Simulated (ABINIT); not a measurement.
C:

```
CELL_PARAMETERS angstrom
0.00000 1.78337 1.78337
1.78337 0.00000 1.78337
1.78337 1.78337 0.00000
ATOMIC_POSITIONS crystal
C 0.75000 0.75000 0.75000
C 0.50000 0.50000 0.50000
```

This isn't the form of C at room conditions, which is graphite.

Base run:

```yaml
Program: ABINIT 10.8.3 (patched build)
Functional: r2SCAN
Potentials_or_basis: PseudoDojo NC SR PBE v0.5 standard
Cutoff: 1333 eV
k_mesh: 13 × 13 × 13
Occupations: fermi-dirac, width 0.05 eV
Spin: no spin polarisation
```

Its results: band gap on the k mesh 4.17 eV, indirect (least direct gap 5.84 eV); pressure 3.6 GPa.

**Question.** The run is repeated on the same cell with these changes: potentials or basis from PseudoDojo NC SR PBE v0.5 standard to JTH PAW LDA v2.0; cutoff from 1333 eV to 653 eV. What comes out?

**Answer.** Band gap on the k mesh 4.33 eV, indirect (least direct gap 5.87 eV); pressure 0.2 GPa.

Caveats: a meta-GGA on potentials with a model core is unreliable (some runs); the potentials were made for another functional, which shifts forces and pressure (some runs); the PAW data sets were made with another functional, which shifts forces and pressure a little (some runs); the atomic spheres overlap (some runs).
